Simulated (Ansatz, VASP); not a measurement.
Ni: VASP beside Ansatz

```
CELL_PARAMETERS angstrom
-1.27933 1.27933 1.27933
1.27933 -1.27933 1.27933
1.27933 1.27933 -1.27933
ATOMIC_POSITIONS crystal
Ni 0.00000 0.00000 0.00000
```

Change from the starting cell: volume scaled by 0.8, PAW files.

Alike in both runs: task single point; functional PBEsol; k mesh 21 × 21 × 21; occupations fermi-dirac, width 0.08 eV; collinear spin.

|  | VASP | Ansatz |
| --- | --- | --- |
| version | VASP 6.6.1 | Ansatz 0.2.0 |
| potentials or method | VASP PAW PBE potentials, release 64 (Ni) | PAW with Ansatz's default frozen-core files, scalar-relativistic |
| plane-wave cutoff (eV) | 520 | 420 |
| valence electrons in the cell | 10 | 18 |

|  | VASP | Ansatz | Ansatz less VASP |
| --- | --- | --- | --- |
| pressure (GPa) | 82.5 | 83.2 | +0.75 |
| net moment per atom (μB) | 0.00 | 0.00 | 0.000 |

The functional is the same, so the differences come from potentials, cutoffs and numerics. The two sets of potentials don't hold the same shells in valence. Ansatz warned: «seeded_moment_not_kept».

Caveats: the cell as given lies far from equilibrium; so large a pressure means that the cell lies far from this level's equilibrium, or that cutoff or potentials fall short (VASP); the potentials were made for another functional, which shifts forces and pressure (VASP).
